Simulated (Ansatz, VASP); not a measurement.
LiH: VASP beside Ansatz

File POSCAR:

```
LiH
1.0
    2.5016587112      0.0000000000      0.0000000000
    0.0000000000      2.5016587112      0.0000000000
    0.0000000000      0.0000000000      2.5016587112
Li H
1 1
Direct
    0.0000000000      0.0000000000      0.0000000000
    0.5000000000      0.5000000000      0.5000000000
```

INCAR.step1

```
SYSTEM = LiH
PREC = Accurate
ENCUT = 520
EDIFF = 1E-5
ISMEAR = 0
SIGMA = 0.01
LREAL = .FALSE.
LASPH = .TRUE.
NELM = 80
ALGO = Normal
ISIF = 2
LWAVE = .TRUE.
LCHARG = .FALSE.
GGA = PE
NBANDS = 9
```

Contents of INCAR.step2:

```
SYSTEM = LiH
PREC = Accurate
ENCUT = 520
EDIFF = 1E-6
ISMEAR = 0
SIGMA = 0.01
LREAL = .FALSE.
LASPH = .TRUE.
NELM = 80
ALGO = Normal
ISIF = 2
LWAVE = .FALSE.
LCHARG = .FALSE.
GGA = PE
LHFCALC = .TRUE.
HFSCREEN = 0.2079
PRECFOCK = Normal
ISTART = 1
NBANDS = 9
```

The input KPOINTS:

```
Automatic mesh
0
G
  4 4 4
  0 0 0
```

Input for Ansatz:

```yaml
crystal:
  lattice:
    - [2.5016587112, 0.0, 0.0]
    - [0.0, 2.5016587112, 0.0]
    - [0.0, 0.0, 2.5016587112]
  atoms:
    - { symbol: Li, position: [0.0, 0.0, 0.0] }
    - { symbol: H, position: [0.5, 0.5, 0.5] }
kpoints:
  mp_grid: { grid: [4, 4, 4] }
hamiltonian:
  xc: hse06
scf:
  occupations: { method: fixed }
  n_extra_bands: 4
output:
  forces: true
  stress: true
  eigenvalues: true
```

The cell was built by a generator and needn't be a form met in nature.

Alike in both runs: task single point; functional HSE06; k mesh 4 × 4 × 4; no spin polarisation.

```csv
,VASP,Ansatz
version,VASP 6.6.1,Ansatz 0.2.0
potentials or method,"VASP PAW PBE potentials, release 64 (Li_sv, H)","plane waves, PAW"
plane-wave cutoff (eV),520,420
occupations,"gaussian, width 0.01 eV",fixed
valence electrons in the cell,4,4
```

VASP gave:

- gap on the k mesh at the Fermi level (eV): 1.46

Problem. Estimate Ansatz's values.

Solution. gap on the k mesh at the Fermi level (eV): 1.43.

Ansatz warned: «stress_exchange_threshold_loose».

Caveats: the k mesh is coarse (spacing up to 0.63 Å⁻¹), so the values aren't converged, least of all with exact exchange. A k mesh can miss the band edges.
